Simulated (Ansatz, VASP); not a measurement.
## Two plane-wave programs on TiCo

INCAR

```
SYSTEM = TiCo
  PREC = Accurate
  ENCUT = 520
  EDIFF = 1E-6
  ISMEAR = 0
  SIGMA = 0.15
  LREAL = .False.
  LASPH = .True.
  NELM = 150
  ALGO = Fast
  ISIF = 2
  LWAVE = .False.
  LCHARG = .False.
  ISPIN = 2
  MAGMOM = 0 0.4
  LORBIT = 11
  LMAXMIX = 4
  GGA = PS
  NBANDS = 22
```

KPOINTS

```
regular mesh
0
Gamma
  18 18 18
  0 0 0
```

File POSCAR:

```
TiCo
1.0
    3.3519649951      0.0000000000      0.0000000000
    0.0000000000      3.3519649951      0.0000000000
    0.0000000000      0.0000000000      2.3698392515
Ti Co
1 1
Direct
    0.0000000000      0.0000000000      0.0000000000
    0.5000000000      0.5000000000      0.5000000000
```

Input for Ansatz:

```yaml
crystal:
  lattice:
    - [3.3519649951, 0.0, 0.0]
    - [0.0, 3.3519649951, 0.0]
    - [0.0, 0.0, 2.3698392515]
  atoms:
    - { symbol: Ti, position: [0.0, 0.0, 0.0] }
    - { symbol: Co, position: [0.5, 0.5, 0.5], spin: 0.4 }
basis:
  ecutwfc: 420
kpoints:
  mp_grid: { grid: [18, 18, 18] }
hamiltonian:
  xc: pbesol
scf:
  occupations: { method: gaussian, width: 0.15 }
output:
  forces: true
  stress: true
  eigenvalues: true
  populations: true
magnetization:
  spin_polarized: true
```

Alike in both runs: task single point; functional PBEsol; k mesh 18 × 18 × 18; occupations gaussian, width 0.15 eV; collinear spin.

|  | VASP | Ansatz |
| --- | --- | --- |
| version | VASP 6.6.1 | Ansatz 0.2.0 |
| potentials or method | VASP PAW PBE potentials, release 64 (Ti_sv, Co) | scalar-relativistic, plane waves, PAW |
| plane-wave cutoff (eV) | 520 | 420 |
| valence electrons in the cell | 21 | 29 |

```csv
,VASP,Ansatz,Ansatz less VASP
gap on the k mesh at the Fermi level (eV),none,none,-
pressure (GPa),-4.2,-4.0,+0.19
largest component of the traceless stress (GPa),24.63,24.41,-0.229
net moment per atom (μB),0.16,0.18,+0.026
size of the moment on the site where the two differ most (μB),0.40,0.46,+0.062
```

Site moments also hang on the region over which each program counts them. A gap of «none» marks a metal or a gap that the smearing closes. The two sets of potentials don't hold the same shells in valence.

Caveats: the PAW data sets were made with another functional, which shifts forces and pressure a little (VASP).
